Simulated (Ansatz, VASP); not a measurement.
# BN in two plane-wave programs

Aim: how closely do two programs agree when they are given the same cell, functional and k mesh? The cell is taken from a series of runs on this material, whose earlier steps may have relaxed, scaled, displaced or heated it; both programs get it as it stands.

Program: Ansatz 0.2.0. Level of theory: plane waves, with VASP 6.6.1 beside it; zone-centre phonons at LDA. Results are calculated unless marked as measured.

**1. The structure**

Symmetry: Imm2, No. 44, orthorhombic system. The conventional cell has a = 2.430 Å, b = 2.530 Å, c = 3.614 Å, α = 90.00°, β = 90.00°, γ = 90.00°. Nearest to B lie 4 N at 1.52 to 1.55 Å. Nearest to N lie 4 B at 1.52 to 1.55 Å. Farther neighbours and most contacts between anions are not listed.

**2. VASP: zone-centre phonons, LDA, pair 1**

Second derivatives magnify differences that forces hide, and they need a tight electronic threshold.

Lines of VASP's logs that name or quote its potential files are left out, and so is its time.

INCAR

```
SYSTEM = BN
PREC = Accurate
ENCUT = 600
EDIFF = 1E-08
NELM = 120
ISMEAR = 0
SIGMA = 0.01
LREAL = .FALSE.
ALGO = Normal
GGA = CA
NBANDS = 10
LORBIT = 11
LWAVE = .FALSE.
LCHARG = .FALSE.
ISIF = 2
IBRION = 8
LEPSILON = .TRUE.
LASPH = .TRUE.
GGA_COMPAT = .FALSE.
EFERMI = MIDGAP
KPAR = 2
```

POSCAR

```
BN
1.0
   -0.0351916131      1.7535199155      1.8067946053
    1.7535199155     -0.0351916131      1.8067946053
    1.7183283024      1.7183283024      0.0000000000
B N
1 1
Direct
    0.9991527912      0.9991527912      0.0008472088
    0.2508472088      0.2508472088      0.2491527912
```

KPOINTS

```
Automatic mesh
0
Gamma
12 12 12
0 0 0
```

The projector-augmented-wave data sets are B and N (LDA family, release 64).

Started as:

```console
mpirun -np 2 vasp_std
```

Numbers of over 12 decimals in the logs are rounded to 6 here.

The log of the run:

```text
[banner, memory and clock lines left out]
running    2 mpi-ranks, on    1 nodes
 distrk:  each k-point on    1 cores,    2 groups
 distr:  one band on    1 cores,    1 groups

 POSCAR found type information on POSCAR B N
 POSCAR found :  2 types and       2 ions
 LDA part: xc-table for (Slater(with rela. corr.)+CA(PZ))
 , standard interpolation
 POSCAR, INCAR and KPOINTS ok, starting setup
 FFT: planning ... GRIDC
 FFT: planning ... GRID_SOFT
 FFT: planning ... GRID
 WAVECAR not read
 entering main loop
       N       E                     dE             d eps       ncg     rms          rms(c)
DAV:   1     0.116158721475E+02    0.11616E+02   -0.57019E+03  5744   0.896E+02
DAV:   2    -0.200806914054E+02   -0.31697E+02   -0.30581E+02  6690   0.171E+02
DAV:   3    -0.206082812324E+02   -0.52759E+00   -0.52619E+00  6546   0.191E+01
DAV:   4    -0.206089699519E+02   -0.68872E-03   -0.68870E-03  6096   0.808E-01
DAV:   5    -0.206089705443E+02   -0.59233E-06   -0.59232E-06  6412   0.243E-02    0.685E+00
DAV:   6    -0.195200872160E+02    0.10889E+01   -0.33223E+00  5696   0.115E+01    0.327E+00
DAV:   7    -0.193875288356E+02    0.13256E+00   -0.11797E-01  6282   0.294E+00    0.183E+00
DAV:   8    -0.193541783503E+02    0.33350E-01   -0.52589E-02  6396   0.166E+00    0.205E-01
DAV:   9    -0.193540276998E+02    0.15065E-03   -0.87290E-04  6134   0.290E-01    0.849E-02
DAV:  10    -0.193540120404E+02    0.15659E-04   -0.45233E-05  6366   0.681E-02    0.143E-02
DAV:  11    -0.193540124036E+02   -0.36314E-06   -0.14804E-06  6188   0.951E-03    0.637E-03
DAV:  12    -0.193540123817E+02    0.21881E-07   -0.32532E-07  6218   0.383E-03    0.751E-04
DAV:  13    -0.193540123812E+02    0.45611E-09   -0.10130E-08  3526   0.967E-04
   1 F= -.19354012E+02 E0= -.19354012E+02  d E =0.000000E+00
 Linear response reoptimize wavefunctions to high precision
DAV:   1    -0.193540123813E+02   -0.59231E-10   -0.45214E-10  3898   0.229E-04
 Linear response G [H, r] |phi>, progress :
  Direction:   1
       N       E                     dE             d eps       ncg     rms
RMM:   1    -0.349387038066E+02   -0.34939E+02   -0.66149E+00 12827   0.504E+01
RMM:   2    -0.311509280257E+02    0.37878E+01   -0.84742E-01  8910   0.856E+00
RMM:   3    -0.311553275208E+02   -0.43995E-02   -0.27804E-03  9551   0.344E-01
RMM:   4    -0.311552187720E+02    0.10875E-03   -0.27658E-05 10038   0.197E-02
RMM:   5    -0.311552171248E+02    0.16472E-05   -0.47043E-06  9770   0.153E-03
RMM:   6    -0.311552167160E+02    0.40879E-06   -0.58633E-07  8224   0.328E-04
RMM:   7    -0.311552167041E+02    0.11852E-07   -0.44446E-07  7029   0.248E-04
RMM:   8    -0.311552167017E+02    0.24451E-08   -0.43730E-07  7110   0.248E-04
RMM:   9    -0.311552167019E+02   -0.24244E-09   -0.50359E-07  6738   0.248E-04
RMM:  10    -0.311552167061E+02   -0.42058E-08   -0.85485E-07  5955   0.248E-04
 Linear response G [H, r] |phi>, progress :
  Direction:   2
       N       E                     dE             d eps       ncg     rms
RMM:   1    -0.295991613668E+02   -0.29599E+02    0.27078E+01 12836   0.489E+01
RMM:   2    -0.278309082711E+02    0.17683E+01   -0.72726E-01  8858   0.788E+00
RMM:   3    -0.278325342430E+02   -0.16260E-02   -0.75327E-04  9545   0.327E-01
RMM:   4    -0.278326223618E+02   -0.88119E-04    0.84782E-05 10166   0.195E-02
RMM:   5    -0.278326310413E+02   -0.86795E-05    0.48687E-06  9770   0.156E-03
RMM:   6    -0.278326315649E+02   -0.52360E-06   -0.30321E-07  8302   0.311E-04
RMM:   7    -0.278326316125E+02   -0.47613E-07   -0.76919E-07  7042   0.226E-04
RMM:   8    -0.278326316125E+02   -0.45372E-10   -0.77934E-07  7187   0.225E-04
RMM:   9    -0.278326316135E+02   -0.95555E-09   -0.80601E-07  6974   0.225E-04
RMM:  10    -0.278326316106E+02    0.28572E-08   -0.83559E-07  6232   0.225E-04
 Linear response G [H, r] |phi>, progress :
  Direction:   3
       N       E                     dE             d eps       ncg     rms
RMM:   1    -0.319855235924E+02   -0.31986E+02    0.10457E+01 12577   0.493E+01
RMM:   2    -0.294758502674E+02    0.25097E+01   -0.80960E-01  8831   0.816E+00
RMM:   3    -0.294765205790E+02   -0.67031E-03   -0.16926E-03  9468   0.332E-01
RMM:   4    -0.294765207464E+02   -0.16735E-06   -0.21733E-06  9898   0.193E-02
RMM:   5    -0.294765212167E+02   -0.47027E-06   -0.28977E-07  9577   0.149E-03
RMM:   6    -0.294765212324E+02   -0.15720E-07   -0.40826E-07  8122   0.295E-04
RMM:   7    -0.294765212305E+02    0.18272E-08   -0.40456E-07  6843   0.217E-04
RMM:   8    -0.294765212307E+02   -0.11670E-09   -0.37203E-07  6941   0.216E-04
RMM:   9    -0.294765212308E+02   -0.14601E-09   -0.36658E-07  6506   0.215E-04
RMM:  10    -0.294765212304E+02    0.45702E-09   -0.36220E-07  5752   0.215E-04
 Linear response to external field (no local field effect), progress :
  Direction:   1
       N       E                     dE             d eps       ncg     rms          rms(c)
RMM:   1    -0.126164273369E+00   -0.12616E+00   -0.37940E-01 12850   0.188E+00
[...]
change of polarisation eV/A/(eV/A) component  1 :     0.253    -0.007     0.069
 dielectric tensor                  component  1 :     5.124    -0.110     1.123
 Linear response to external field (no local field effect), progress :
  Direction:   2
       N       E                     dE             d eps       ncg     rms          rms(c)
[...]
RMM:   9    -0.113849996159E+00    0.25107E-07   -0.84397E-11 16042   0.441E-05    0.291E-06
 change of polarisation eV/A/(eV/A) component  2 :    -0.006     0.215    -0.000
 dielectric tensor                  component  2 :    -0.100     4.505    -0.000
 Linear response to external field, progress :
  Direction:   3
       N       E                     dE             d eps       ncg     rms          rms(c)
RMM:   1    -0.116319804376E+00   -0.11632E+00   -0.34819E-01 12621   0.182E+00
RMM:   2    -0.116632072149E+00   -0.31227E-03   -0.23092E-04  9051   0.129E-01    0.571E-01
RMM:   3    -0.114371411071E+00    0.22607E-02   -0.93616E-04  8934   0.238E-01    0.334E-01
RMM:   4    -0.117899623248E+00   -0.35282E-02   -0.13596E-03  9174   0.287E-01    0.369E-02
RMM:   5    -0.118329718275E+00   -0.43010E-03   -0.12439E-05  9291   0.287E-02    0.496E-03
RMM:   6    -0.118366331181E+00   -0.36613E-04   -0.15112E-07  9417   0.322E-03    0.221E-03
RMM:   7    -0.118373983128E+00   -0.76519E-05   -0.67115E-09  9359   0.783E-04    0.178E-04
RMM:   8    -0.118374920738E+00   -0.93761E-06   -0.10197E-10  8037   0.825E-05    0.334E-05
RMM:   9    -0.118374974710E+00   -0.53972E-07   -0.43014E-11  4066   0.239E-05    0.143E-06
 change of polarisation eV/A/(eV/A) component  3 :     0.068    -0.021     0.224
 dielectric tensor                  component  3 :     1.100    -0.349     4.644
 Linear response DOF=           4
 Linear response progress:
  Degree of freedom:   1/  4
       N       E                     dE             d eps       ncg     rms          rms(c)
RMM:   1    -0.427913512796E-01   -0.42791E-01   -0.28550E-02 45511   0.136E+00
RMM:   2    -0.368664329769E-01    0.59249E-02   -0.70723E-04 26774   0.246E-01    0.155E-01
RMM:   3    -0.368050067605E-01    0.61426E-04   -0.10692E-04 28133   0.827E-02    0.866E-02
RMM:   4    -0.371105103896E-01   -0.30550E-03   -0.14168E-04 28110   0.945E-02    0.768E-03
RMM:   5    -0.371040285247E-01    0.64819E-05   -0.58551E-07 28746   0.742E-03    0.114E-03
RMM:   6    -0.371021014728E-01    0.19271E-05    0.15782E-08 28888   0.521E-04    0.431E-04
RMM:   7    -0.370998847650E-01    0.22167E-05    0.37713E-09 29225   0.400E-04    0.427E-05
RMM:   8    -0.370999629346E-01   -0.78170E-07   -0.29412E-09 29539   0.356E-05    0.107E-05
RMM:   9    -0.370999070846E-01    0.55850E-07   -0.16184E-09 30167   0.191E-05    0.841E-07
RMM:  10    -0.370999068667E-01    0.21790E-09   -0.11344E-09 20729   0.120E-05    0.295E-07
 first order change of Fermi-energy  -0.32677E-04
 force on displaced ion       1 direction 1 : -27.962  -2.396   0.000
 Born effective charge ion    1 direction 1 :   1.836  -0.030   0.000
 Linear response progress:
  Degree of freedom:   2/  4
       N       E                     dE             d eps       ncg     rms          rms(c)
RMM:   1    -0.423106503183E-01   -0.42311E-01   -0.18078E-02 14062   0.137E+00
RMM:   2    -0.374115301161E-01    0.48991E-02   -0.73893E-04  8636   0.245E-01    0.161E-01
RMM:   3    -0.373297451070E-01    0.81785E-04   -0.13784E-04  8942   0.904E-02    0.891E-02
RMM:   4    -0.376327572441E-01   -0.30301E-03   -0.15255E-04  8910   0.956E-02    0.103E-02
RMM:   5    -0.376481914760E-01   -0.15434E-04   -0.60609E-07  9184   0.695E-03    0.404E-03
RMM:   6    -0.376437636402E-01    0.44278E-05   -0.10193E-07  9215   0.270E-03    0.550E-04
RMM:   7    -0.376418355246E-01    0.19281E-05   -0.10311E-09  9297   0.370E-04    0.993E-05
RMM:   8    -0.376414307485E-01    0.40478E-06   -0.66079E-10  9397   0.113E-04    0.209E-05
RMM:   9    -0.376414173778E-01    0.13371E-07   -0.11085E-09  9497   0.196E-05    0.776E-07
RMM:  10    -0.376414173029E-01    0.74882E-10   -0.82521E-10  6421   0.120E-05    0.354E-07
 first order change of Fermi-energy  -0.48568E+01
 force on displaced ion       1 direction 3 :   0.000   0.000 -27.353
 Born effective charge ion    1 direction 3 :   0.000   0.000   1.916
 Linear response progress:
  Degree of freedom:   3/  4
       N       E                     dE             d eps       ncg     rms          rms(c)
RMM:   1    -0.231528283616E+00   -0.23153E+00    0.90776E-02 35746   0.333E+00
RMM:   2    -0.224601014419E+00    0.69273E-02   -0.19723E-03 26845   0.440E-01    0.239E-01
RMM:   3    -0.225587202404E+00   -0.98619E-03   -0.42434E-04 26133   0.167E-01    0.128E-01
RMM:   4    -0.227701310449E+00   -0.21141E-02   -0.39840E-04 25249   0.163E-01    0.238E-02
RMM:   5    -0.227773720923E+00   -0.72410E-04   -0.65724E-06 28964   0.237E-02    0.880E-04
RMM:   6    -0.227783171307E+00   -0.94504E-05   -0.30617E-08 28680   0.121E-03    0.394E-04
RMM:   7    -0.227781248446E+00    0.19229E-05   -0.71089E-09 29336   0.397E-04    0.490E-05
RMM:   8    -0.227781068933E+00    0.17951E-06   -0.11404E-08 29329   0.431E-05    0.200E-05
RMM:   9    -0.227781011313E+00    0.57620E-07   -0.11659E-08 30214   0.371E-05    0.150E-06
RMM:  10    -0.227781006974E+00    0.43397E-08   -0.10756E-08 26933   0.243E-05    0.230E-07
 first order change of Fermi-energy   0.17880E-03
 force on displaced ion       2 direction 1 : -27.963  -2.397  -0.001
 Born effective charge ion    2 direction 1 :  -1.835   0.030  -0.000
 Linear response progress:
  Degree of freedom:   4/  4
       N       E                     dE             d eps       ncg     rms          rms(c)
RMM:   1    -0.230514642206E+00   -0.23051E+00    0.10938E-01 11233   0.334E+00
RMM:   2    -0.224748171075E+00    0.57665E-02   -0.20001E-03  8628   0.440E-01    0.245E-01
RMM:   3    -0.225697650862E+00   -0.94948E-03   -0.45903E-04  8345   0.173E-01    0.131E-01
RMM:   4    -0.227823115742E+00   -0.21255E-02   -0.43046E-04  8116   0.168E-01    0.239E-02
RMM:   5    -0.227887980092E+00   -0.64864E-04   -0.63261E-06  9273   0.238E-02    0.227E-03
RMM:   6    -0.227901227501E+00   -0.13247E-04   -0.25207E-08  9327   0.139E-03    0.415E-04
RMM:   7    -0.227898261615E+00    0.29659E-05   -0.10634E-08  9390   0.338E-04    0.132E-04
RMM:   8    -0.227898496164E+00   -0.23455E-06   -0.95243E-09  9364   0.125E-04    0.209E-05
RMM:   9    -0.227898410569E+00    0.85596E-07   -0.94669E-09  9681   0.409E-05    0.176E-06
RMM:  10    -0.227898401802E+00    0.87664E-08   -0.97176E-09  8065   0.281E-05    0.495E-07
 first order change of Fermi-energy   0.48576E+01
 force on displaced ion       2 direction 3 :   0.000  -0.000 -27.351
 Born effective charge ion    2 direction 3 :   0.000   0.000  -1.916
 Born effective charges drift removed
 Linear response finished
```

From OUTCAR (step 2):

```text
ion  position               nearest neighbor table
   1  0.999  0.999  0.001-   2 1.52   2 1.52   2 1.55   2 1.55
   2  0.251  0.251  0.249-   1 1.52   1 1.52   1 1.55   1 1.55

  LATTYP: Found a body centered orthorhombic cell.
 ALAT       =     2.4300831899
 B/A-ratio  =     1.0409602904
 C/A-ratio  =     1.4870228417

 Subroutine GETGRP returns: Found  4 space group operations
 (whereof  4 operations were pure point group operations)

The static configuration has the point symmetry C_2v.

 Found    280 irreducible k-points:

   k-points           NKPTS =    280   k-points in BZ     NKDIM =    280   number of bands    NBANDS=     10

   dimension x,y,z NGX =    20 NGY =   20 NGZ =   20
   dimension x,y,z NGXF=    40 NGYF=   40 NGZF=   40

   ENCUT  =  600.0 eV  44.10 Ry    6.64 a.u.   5.03  5.03  4.85*2*pi/ulx,y,z

   NELECT =       8.0000    total number of electrons

 k-points in reciprocal lattice and weights: Automatic mesh
   0.00000000  0.00000000  0.00000000       0.001
   0.08333333  0.00000000  0.00000000       0.002
   0.16666667  0.00000000  0.00000000       0.002
   0.25000000  0.00000000  0.00000000       0.002
   0.33333333  0.00000000  0.00000000       0.002
   0.41666667  0.00000000  0.00000000       0.002
   0.50000000  0.00000000  0.00000000       0.001
   0.08333333  0.08333333  0.00000000       0.001
   0.16666667  0.08333333  0.00000000       0.002
[...]
0.25000000  0.25000000  0.50000000       0.001
  -0.25000000  0.25000000  0.50000000       0.001

 average (electrostatic) potential at core
       1 -28.7208       2 -59.3797

  Total        1.5482824      1.5482824      0.0802053      1.4792219      0.0000000      0.0000000
  in kB      223.3446424    223.3446424     11.5698619    213.3824444      0.0000000      0.0000000
  external PRESSURE =     152.7530489 kB  Pullay stress =       0.0000000 kB

  energy-cutoff  :      600.00
  volume of cell :       11.11
      direct lattice vectors                 reciprocal lattice vectors
    -0.035191613  1.753519916  1.806794605    -0.279530820  0.279530820  0.276733171
     1.753519916 -0.035191613  1.806794605     0.279530820 -0.279530820  0.276733171
     1.718328302  1.718328302  0.000000000     0.290980483  0.290980483 -0.276733171

 POSITION                                       TOTAL-FORCE (eV/Angst)
 -----------------------------------------------------------------------------------
      1.71833      1.71833      3.61053        -0.000000     -0.000000     -0.010882
      0.85916      0.85916      0.90646         0.000000      0.000000      0.010882
 -----------------------------------------------------------------------------------
    total drift:                                0.000001      0.000001      0.000015

 MACROSCOPIC STATIC DIELECTRIC TENSOR (including local field effects in DFT)
 ------------------------------------------------------
           4.505199    -0.099938     0.000000
          -0.099938     4.505199     0.000000
           0.000000     0.000000     4.643568
 ------------------------------------------------------

 PIEZOELECTRIC TENSOR (including local field effects)  for field in x, y, z        (C/m^2)
          XX          YY          ZZ          XY          YZ          ZX
  --------------------------------------------------------------------------------
  x     0.00000    -0.00000    -0.00000    -0.00000    -1.03210     0.02301
  y    -0.00000     0.00000    -0.00000    -0.00000     0.02301    -1.03210
  z     0.04280     0.04280    -0.03834    -1.02679    -0.00000    -0.00000

 BORN EFFECTIVE CHARGES (including local field effects) (in |e|, cummulative output)
 ---------------------------------------------------------------------------------
 ion    1
    1     1.83544    -0.03036     0.00000
    2    -0.03036     1.83544     0.00000
    3     0.00000     0.00000     1.91573
 ion    2
    1    -1.83544     0.03036    -0.00000
    2     0.03036    -1.83544    -0.00000
    3    -0.00000    -0.00000    -1.91573

 Eigenvectors and eigenvalues of the dynamical matrix
 ----------------------------------------------------

   1 f  =   34.875075 THz   219.126560 2PiTHz 1163.307288 cm-1   144.231657 meV
             X         Y         Z           dx          dy          dz
      1.718328  1.718328  3.610528     0.531165    0.531165    0.000000
      0.859164  0.859164  0.906459    -0.466758   -0.466758    0.000000

   2 f  =   33.102824 THz   207.991176 2PiTHz 1104.191349 cm-1   136.902218 meV
             X         Y         Z           dx          dy          dz
      1.718328  1.718328  3.610528    -0.000000   -0.000000   -0.751199
      0.859164  0.859164  0.906459     0.000000    0.000000    0.660076

   3 f  =   32.003650 THz   201.084862 2PiTHz 1067.526845 cm-1   132.356401 meV
             X         Y         Z           dx          dy          dz
      1.718328  1.718328  3.610528    -0.531172    0.531172    0.000000
      0.859164  0.859164  0.906459     0.466751   -0.466751    0.000000

   4 f/i=    0.000101 THz     0.000633 2PiTHz    0.003358 cm-1     0.000416 meV
             X         Y         Z           dx          dy          dz
      1.718328  1.718328  3.610528    -0.466751    0.466751    0.000000
      0.859164  0.859164  0.906459    -0.531172    0.531172    0.000000

   5 f/i=    0.000346 THz     0.002176 2PiTHz    0.011550 cm-1     0.001432 meV
             X         Y         Z           dx          dy          dz
      1.718328  1.718328  3.610528     0.466758    0.466758    0.000000
      0.859164  0.859164  0.906459     0.531165    0.531166    0.000000

   6 f/i=    0.000555 THz     0.003490 2PiTHz    0.018528 cm-1     0.002297 meV
             X         Y         Z           dx          dy          dz
      1.718328  1.718328  3.610528    -0.000000   -0.000000   -0.660076
      0.859164  0.859164  0.906459     0.000000    0.000000   -0.751199

 MACROSCOPIC STATIC DIELECTRIC TENSOR IONIC CONTRIBUTION
 ------------------------------------------------------
           1.983517    -0.234955     0.000000
          -0.234955     1.983517     0.000000
           0.000000     0.000000     2.186057
 ------------------------------------------------------

 ELASTIC MODULI CONTR FROM IONIC RELAXATION (kBar)
 Direction    XX          YY          ZZ          XY          YZ          ZX
 --------------------------------------------------------------------------------
 XX         -13.8288    -13.8288    -18.3381    -36.8440     -0.0000     -0.0000
 YY         -13.8288    -13.8288    -18.3381    -36.8440     -0.0000     -0.0000
 ZZ         -18.3381    -18.3381    -24.3179    -48.8582     -0.0000     -0.0000
 XY         -36.8440    -36.8440    -48.8582    -98.1634     -0.0000     -0.0000
 YZ          -0.0000     -0.0000     -0.0000     -0.0000   -129.3098   -100.2770
 ZX          -0.0000     -0.0000     -0.0000     -0.0000   -100.2770   -129.3524
 --------------------------------------------------------------------------------

 PIEZOELECTRIC TENSOR IONIC CONTR  for field in x, y, z        (C/m^2)
          XX          YY          ZZ          XY          YZ          ZX
  --------------------------------------------------------------------------------
  x     0.00000     0.00000     0.00000     0.00000     0.41089     0.16617
  y     0.00000     0.00000     0.00000     0.00000     0.19101     0.42389
  z     0.16360     0.16360     0.21695     0.43589     0.00000     0.00000
```

[end of part 1 of 3]

[Lines on the potential files, build, host, timing and source positions are cut from VASP's logs without a mark.]

[Logs are printed without paths, hosts, clocks, repeated set-up lines and the standing remarks that a program may print on its own settings, such as how far it seeks lower states.]

[Hosts, paths, dates, database ids (printed as entryN), source tags and the programs' standing remarks are cut or masked in the printed files.]
